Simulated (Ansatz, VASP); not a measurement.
## Two plane-wave programs on Pb

The input INCAR:

```
SYSTEM = Pb
PREC = Accurate
ENCUT = 520
EDIFF = 1E-8
ISMEAR = -1
SIGMA = 0.05
LREAL = .False.
LASPH = .True.
NELM = 60
ALGO = Normal
ISIF = 2
LWAVE = .False.
LCHARG = .False.
GGA = PE
LEFG = .True.
NBANDS = 21
```

KPOINTS

```
regular mesh
0
Gamma
  8 8 8
  0 0 0
```

File POSCAR:

```
Pb
1.0
    0.0000000000      3.3687966822      3.3687966822
    3.3687966822      0.0000000000      3.3687966822
    3.3687966822      3.3687966822      0.0000000000
Pb
2
Direct
    0.0000000000      0.0000000000      0.0000000000
    0.2500000000      0.2500000000      0.2500000000
```

Input for Ansatz:

```yaml
crystal:
  lattice:
    - [0.0, 3.3687966822, 3.3687966822]
    - [3.3687966822, 0.0, 3.3687966822]
    - [3.3687966822, 3.3687966822, 0.0]
  atoms:
    - { symbol: Pb, position: [0.0, 0.0, 0.0] }
    - { symbol: Pb, position: [0.25, 0.25, 0.25] }
kpoints:
  mp_grid: { grid: [8, 8, 8] }
scf:
  occupations: { method: fermi_dirac, width: 0.05 }
hamiltonian:
  xc: pbe
  pseudopotentials: { kind: paw }
output:
  forces: true
  stress: true
  eigenvalues: true
  efg: { contact_densities: true }
```

Change from the starting cell: volume scaled by 0.94, PAW files.

Alike in both runs: task electric field gradients; functional PBE; k mesh 8 × 8 × 8; occupations fermi-dirac, width 0.05 eV; no spin polarisation.

|  | VASP | Ansatz |
| --- | --- | --- |
| version | VASP 6.6.1 | Ansatz 0.2.0 |
| potentials or method | VASP PAW PBE potentials, release 64 (Pb_d) | PAW with Ansatz's default frozen-core files, scalar-relativistic |
| plane-wave cutoff (eV) | 520 | 420 |
| valence electrons in the cell | 28 | 28 |

|  | VASP | Ansatz | Ansatz less VASP |
| --- | --- | --- | --- |
| pressure (GPa) | 4.9 | 4.9 | +0.06 |
| Vzz of the field gradient on the site that differs most (V/Å²) | 0.0 | 0.0 | 0.00 |

The functional is the same, so the differences come from potentials, cutoffs and numerics. Ansatz warned: «gradients_without_spin_orbit».

The runs have no spin-orbit coupling, so splittings on Pb are missing.
